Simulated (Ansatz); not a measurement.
## Barrier of one jump, N in ZrN

All numbers below come from DFT PBE, scalar-relativistic, plane waves, PAW in Ansatz 0.2.0. (420 eV cutoff, 4×4×4 k-mesh, Gaussian smearing of 0.10 eV, no spin polarisation)

In a supercell of 16 host sites, interstitial N hops to an equivalent place, moving 2.29 Å between the relaxed ends. Climbing-image nudged elastic band at fixed cell with images 0 (start) to 6 (end), the path measured over all atoms, converged to 0.05 eV/Å; the order of the saddle wasn't checked, and the small cell leaves errors of about a tenth of an eV.

A cell with an odd number of electrons and no spin polarisation is a metal by construction and may be lower with spin.

Start:

```yaml
crystal:
  lattice:
    - [0.00000, 4.59460, -4.59460]
    - [4.59460, 4.59460, 0.00000]
    - [4.59460, 0.00000, -4.59460]
  atoms:
    - { symbol: Zr, position: [0.24883, 0.74875, 0.24880] }
    - { symbol: Zr, position: [0.24883, 0.25200, 0.24887] }
    - { symbol: Zr, position: [0.75215, 0.74874, 0.24886] }
    - { symbol: Zr, position: [0.74906, 0.24907, 0.25140] }
    - { symbol: Zr, position: [0.24885, 0.74875, 0.75219] }
    - { symbol: Zr, position: [0.25142, 0.24904, 0.74907] }
    - { symbol: Zr, position: [0.74905, 0.75147, 0.74904] }
    - { symbol: Zr, position: [0.74906, 0.24910, 0.74906] }
    - { symbol: N, position: [0.45265, 0.51522, 0.01536] }
    - { symbol: N, position: [0.50096, 0.00092, 0.99579] }
    - { symbol: N, position: [0.01534, 0.51525, 0.01534] }
    - { symbol: N, position: [0.01529, 0.95264, 0.01532] }
    - { symbol: N, position: [0.50094, 0.49571, 0.50097] }
    - { symbol: N, position: [0.50095, 0.00093, 0.50093] }
    - { symbol: N, position: [0.01535, 0.51524, 0.45266] }
    - { symbol: N, position: [0.99579, 0.00090, 0.50096] }
    - { symbol: N, position: [0.87464, 0.37470, 0.87463] }
```

Atom 17 jumps to (3.449, 5.740, -8.037) Å.

(1) Give the energy along the band and the structure at its top.

Answers

(1)
| image | path (Å) | E − E(0) (eV) | N x (Å) | N y (Å) | N z (Å) | force on N (eV/Å) |
| --- | --- | --- | --- | --- | --- | --- |
| 0 | 0.00 | 0.000 | 5.740 | 5.740 | -8.037 | 0.00 |
| 1 | 0.44 | 0.606 | 5.410 | 5.740 | -8.037 | 2.63 |
| 2 | 0.89 | 2.187 | 5.015 | 5.740 | -8.037 | 2.25 |
| 3 | 1.33 | 2.724 | 4.595 | 5.741 | -8.037 | 0.02 |
| 4 | 1.78 | 2.187 | 4.174 | 5.740 | -8.037 | 2.25 |
| 5 | 2.22 | 0.606 | 3.779 | 5.740 | -8.037 | 2.63 |
| 6 | 2.67 | 0.000 | 3.449 | 5.740 | -8.037 | 0.00 |

Barrier 2.72 eV. Image 3:
```yaml
crystal:
  lattice:
    - [0.00000, 4.59460, -4.59460]
    - [4.59460, 4.59460, 0.00000]
    - [4.59460, 0.00000, -4.59460]
  atoms:
    - { symbol: Zr, position: [0.25382, 0.74998, 0.25002] }
    - { symbol: Zr, position: [0.24657, 0.24948, 0.25598] }
    - { symbol: Zr, position: [0.74477, 0.74998, 0.25002] }
    - { symbol: Zr, position: [0.75204, 0.25043, 0.24407] }
    - { symbol: Zr, position: [0.24655, 0.75593, 0.74957] }
    - { symbol: Zr, position: [0.29341, 0.24997, 0.75004] }
    - { symbol: Zr, position: [0.75202, 0.74403, 0.75053] }
    - { symbol: Zr, position: [0.70518, 0.24997, 0.75004] }
    - { symbol: N, position: [0.48941, 0.50323, 0.00330] }
    - { symbol: N, position: [0.49929, 0.98361, 0.01639] }
    - { symbol: N, position: [0.00265, 0.50323, 0.00330] }
    - { symbol: N, position: [0.99929, 0.96889, 0.03111] }
    - { symbol: N, position: [0.49929, 0.51633, 0.48368] }
    - { symbol: N, position: [0.50918, 0.99670, 0.49677] }
    - { symbol: N, position: [0.99929, 0.53103, 0.46897] }
    - { symbol: N, position: [0.99594, 0.99670, 0.49677] }
    - { symbol: N, position: [0.99930, 0.25014, 0.74986] }
```

Cost: 1 run of about 17 core-minutes, on Intel Xeon Platinum 8581C (Emerald Rapids) (shared hosts).